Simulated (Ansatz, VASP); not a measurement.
# Two plane-wave programs on MoS2

```
Mo S
1.0
     3.16900    0.00000    0.00000
    -1.58450    2.74443    0.00000
     0.00000    0.00000   12.32400
Mo S
2 4
Direct
  0.66667 0.33333 0.75000
  0.33333 0.66667 0.25000
  0.66667 0.33333 0.37700
  0.33333 0.66667 0.87700
  0.66667 0.33333 0.12300
  0.33333 0.66667 0.62300
```

Alike in both runs: functional LDA; k mesh 10 × 10 × 3; occupations fermi-dirac, width 0.05 eV; no spin polarisation; Hubbard terms Mo d U = 5.0 eV.

|  | VASP | Ansatz |
| --- | --- | --- |
| version | VASP 6.6.1 | Ansatz 0.2.0 |
| potentials or method | VASP PAW LDA potentials, release 64 (Mo_sv, S) | Ansatz PAW |
| plane-wave cutoff (eV) | 520 | 420 |
| valence electrons in the cell | 52 | 52 |
| task | single point | projected density of states |

```tsv
	VASP	Ansatz	Ansatz less VASP
gap on the k mesh at the Fermi level (eV)	0.90	1.00	+0.098
least direct gap on the mesh (eV)	1.77	1.61	-0.160
pressure (GPa)	-2.5	-5.7	-3.19
largest component of the traceless stress (GPa)	0.46	0.01	-0.446
rms of the force components (eV/Å)	0.056	0.234	+0.1778
```

The programs project onto different local orbitals, so the same U acts differently. Atom by atom the forces differ by 0.178 eV/Å (rms over components).

Caveats: an odd mesh through Γ misses points on the zone boundary, where band edges often lie (VASP); odd divisions of the mesh miss points on the zone boundary, where band edges often lie, so the gap on the mesh can be too wide (Ansatz); the PAW data sets come from PBE, with cores solved anew for the run's functional, which leaves a small shift of forces and pressure (Ansatz); the density of states is complete only up to the lowest level of the last band computed (Ansatz).
